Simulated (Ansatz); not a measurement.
Relaxed Li₂O (anti-fluorite):

```yaml
crystal:
  lattice:
    - [0.00000, 2.28997, 2.28997]
    - [2.28997, 0.00000, 2.28997]
    - [2.28997, 2.28997, 0.00000]
  atoms:
    - { symbol: O, position: [0.00000, 0.00000, 0.00000] }
    - { symbol: Li, position: [0.25000, 0.25000, 0.25000] }
    - { symbol: Li, position: [0.75000, 0.75000, 0.75000] }
```

Scan: atom 1 (O, nearest neighbour Li at 1.983 Å; its periodic images, 3.2 Å or more away, move with it) is displaced along Cartesian z, direction (0.000, 0.000, 1.000) in Cartesian axes, by s. The other atoms stay.

Calculation: PBEsol (plane waves to 420 eV, PAW, scalar-relativistic; Ansatz, a first-principles code). k mesh 10×10×10 (Γ-centred), Fermi-Dirac smearing 0.05 eV. Energies are smeared free energies. Stress and pressure are positive under compression. F∥ is the force on the atom along that direction. Li2O was relaxed with its symmetry unable to fall. ΔE is measured from the undisplaced structure.

```csv
s (Å),ΔE (meV/cell),F∥ (eV/Å),P (GPa)
-0.200,106.5,1.055,2.17
-0.160,68.4,0.850,1.39
-0.120,38.6,0.641,0.78
-0.080,17.2,0.429,0.34
-0.040,4.3,0.215,0.08
0.000,0.0,0.000,-0.01
0.040,4.3,-0.215,0.08
0.080,17.2,-0.429,0.34
0.120,38.6,-0.641,0.78
0.160,68.4,-0.850,1.39
0.200,106.5,-1.055,2.17
```

Key numbers:

```
Quantity                                                                                                                                              Value
--------------------------------------------------------  -------------------------------------------------------------------------------------------------
Energy at s = 0.200 Å                                                                                                                        106.5 meV/cell
Force along the line at s = -0.200 Å                                                                                                              1.06 eV/Å
Symmetry of the curve                                                                                                         even: the same for both signs
Shape of the curve                                                                           a single well with its minimum at or next to zero displacement
Force constant k = d²E/ds² at s = 0 (finite differences)                                                                                         5.38 eV/Å²
Harmonic estimate at the end of the scan                  ½ks² = 107.5 meV/cell against the computed 106.5 meV/cell, so the well is close to harmonic there
```

(A displaced cell: forces are minus the slopes of the energy, force constants its curvatures, and phonons follow from these.)
